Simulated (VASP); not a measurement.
Set up this calculation in VASP 6.6.1, as the native input.

- Task: single point
- Functional: HSE06
- Dispersion: D3
- Potentials or basis: VASP PAW PBE potentials, release 64 (P_GW)
- Cutoff: 550 eV
- k mesh: 6 × 6 × 6
- Occupations: fermi-dirac, width 0.1 eV
- Spin: no spin polarisation
- Grid for exact exchange (PRECFOCK): Fast
- Screening parameter: 0.2 1/A
- Further INCAR settings: ALGO = Normal; EDIFF = 1e-06; NBANDS = 12

The system is P.

```
P
1.0
    -1.69151    2.51517    1.85894
     1.69151   -2.51517    1.85894
     1.69151    2.51517   -1.85894
P
2
Cartesian
  1.6915 1.2576 1.6607
  0.0000 1.2576 0.1982
```

This isn't the form of P at room conditions, which is orthorhombic.

The input as run:

POSCAR

```
P
1.0
   -1.6915100431      2.5151650373      1.8589441358
    1.6915100431     -2.5151650373      1.8589441358
    1.6915100431      2.5151650373     -1.8589441358
P
2
Direct
    0.6966908900      0.9466908900      0.7500000000
    0.3033091100      0.0533091100      0.2500000000
```

INCAR.step1

```
  PREC = Accurate
  ENCUT = 550
  EDIFF = 1E-5
  ISMEAR = -1
  SIGMA = 0.1
  LREAL = False
  LASPH = True
  NELM = 100
  ALGO = Normal
  ISIF = 2
  LWAVE = True
  LCHARG = False
  NBANDS = 12
  GGA = PE
```

INCAR.step2

```
  PREC = Accurate
  ENCUT = 550
  EDIFF = 1E-6
  ISMEAR = -1
  SIGMA = 0.1
  LREAL = False
  LASPH = True
  NELM = 100
  ALGO = Normal
  ISIF = 2
  LWAVE = False
  LCHARG = False
  GGA = PE
  LHFCALC = True
  HFSCREEN = 0.2
  PRECFOCK = Fast
  IVDW = 11
  VDW_S6 = 1.0
  VDW_S8 = 0.109
  VDW_SR = 1.129
  VDW_SR8 = 1.0
  NBANDS = 12
  ISTART = 1
```

KPOINTS

```
Automatic mesh
0
Gamma
  6 6 6
```

Potentials or basis: VASP PAW PBE potentials, release 64 (P_GW).

The run is started by

```console
$ cat potpaw_PBE.64/P_GW/POTCAR > POTCAR
$ cp INCAR.step1 INCAR
$ mpirun -np 1 vasp_std > vasp.out
$ cp INCAR.step2 INCAR
$ mpirun -np 1 vasp_std > vasp.out
```

It gave:

- Pressure: -1.8 GPa
- Largest force: 0.028 eV/Å
- Band gap on the k mesh: none (metal or under the smearing width)
- Dispersion energy per atom: -0.151 eV

Caveat: the k mesh is coarse (spacing up to 0.42 Å⁻¹), so the values aren't converged, least of all with exact exchange; the PAW data sets were made with another functional, which shifts forces and pressure a little; pairwise dispersion overbinds metals, which lowers pressure and volume.

It took 32 min on 1 thread of Intel(R) Xeon(R) Platinum 8375C CPU @ 2.90GHz (Ice Lake), with other jobs on the host, peak memory 0.28 GiB.
